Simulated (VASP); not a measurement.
Runs of VASP 6.6.1 on Be. The structure is cubic, space group Im-3m (No. 229). Conventional cell: a = 2.506 Å, b = 2.506 Å, c = 2.506 Å, α = 90.00°, β = 90.00°, γ = 90.00°. Be (site symmetry m-3m) has 8 Be at 2.17 Å as nearest neighbours. This isn't the form of Be at room conditions, which is hcp.

```csv
task,level,potentials or basis,cell,k mesh,cutoff (eV),smearing,grid for exact exchange (PRECFOCK),exchange at q = 0,optimiser,mesh quality,gap on the mesh (eV),pressure (GPa)
single point,optB88-vdW,"VASP PAW PBE potentials, release 64 (Be_GW)",as given,15 × 15 × 15,550,tetrahedron,-,-,-,not flagged,none,0.0
relaxation of the atoms,r2SCANh,"VASP PAW PBE potentials, release 64 (Be)",atoms relaxed from: cell strained at random at fixed volume,8 × 8 × 8,520,methfessel-paxton 0.2 eV,Fast,default,-,coarse,none,-0.6
single point,PBEsol,"VASP PAW PBE potentials, release 64 (Be_sv)",as given,15 × 15 × 15,520,gaussian 0.1 eV,-,-,-,not flagged,none,(b)
single point,PBE,"VASP PAW PBE potentials, release 64 (Be)",as given,15 × 15 × 15,500,gaussian 0.05 eV,-,-,-,not flagged,none,-0.7
single point,PBE,"VASP PAW PBE potentials, release 64 (Be_GW)",as given,15 × 15 × 15,550,gaussian 0.02 eV,-,-,-,not flagged,none,-0.5
relaxation of cell and atoms,RPBE+D3(BJ),"VASP PAW PBE potentials, release 64 (Be)",relaxed,15 × 15 × 15,580,fermi-dirac 0.1 eV,-,-,vasp,not flagged,none,0.2
single point,HSE03,"VASP PAW PBE potentials, release 64 (Be)",as given,8 × 8 × 8,520,methfessel-paxton 0.1 eV,Fast,-,-,coarse,none,-1.4
band structure,PBE0+D3(BJ),"VASP PAW PBE potentials, release 64 (Be)",as given,8 × 8 × 8,500,fermi-dirac 0.05 eV,Normal,default,-,coarse,-,(a)
```

Alike in all rows: no spin polarisation.

Question: Fill in the values left out.

Answer: (a) -9.2; (b) -1.8.

Caveats: some runs use coarse meshes; the PAW data sets were made with another functional, which shifts forces and pressure a little (some runs); pairwise dispersion overbinds metals, which lowers pressure and volume (some runs); tetrahedron occupations give inexact forces and stress in metals (some runs); the relaxation stopped at its first step, so nothing moved (some runs); an unscreened hybrid on a path of extra k points without a Coulomb cutoff has errors near the mesh points, so the bands along the path aren't reliable (some runs).

A gap of «none» marks a metal or a gap under the smearing width.

The runs don't all hold the same shells in valence.
